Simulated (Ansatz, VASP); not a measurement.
One calculation of C, two programs

```
C
1.0
     2.46498    0.00000    0.00000
    -1.23249    2.13474    0.00000
     0.00000    0.00000   27.10765
C
8
Direct
  0.00000 0.00000 0.31356
  0.66667 0.33333 0.31356
  0.00000 0.00000 0.43785
  0.33333 0.66667 0.43785
  0.00000 0.00000 0.56215
  0.66667 0.33333 0.56215
  0.00000 0.00000 0.68644
  0.33333 0.66667 0.68644
```

Alike in both runs: functional PBE; dispersion D3(BJ); k mesh 12 × 12 × 1; occupations gaussian, width 0.1 eV; no spin polarisation.

Ansatz relaxed the structure, and its values are those at the end. VASP's run is a single point on that final structure, the one shown.

|  | VASP | Ansatz |
| --- | --- | --- |
| version | VASP 6.6.1 | Ansatz 0.2.0 |
| potentials or method | VASP PAW PBE potentials, release 64 (C) | scalar-relativistic, plane waves, PAW |
| plane-wave cutoff (eV) | 520 | 420 |
| valence electrons in the cell | 32 | 32 |

|  | VASP | Ansatz | Ansatz less VASP |
| --- | --- | --- | --- |
| gap on the k mesh at the Fermi level (eV) | 0.02 | 0.02 | 0.000 |
| least direct gap on the mesh (eV) | 0.02 | 0.02 | 0.000 |
| rms of the force components (eV/Å) | 0.005 | 0.005 | 0.0000 |

Ansatz warned: «xc_potential_rough_in_thin_density».
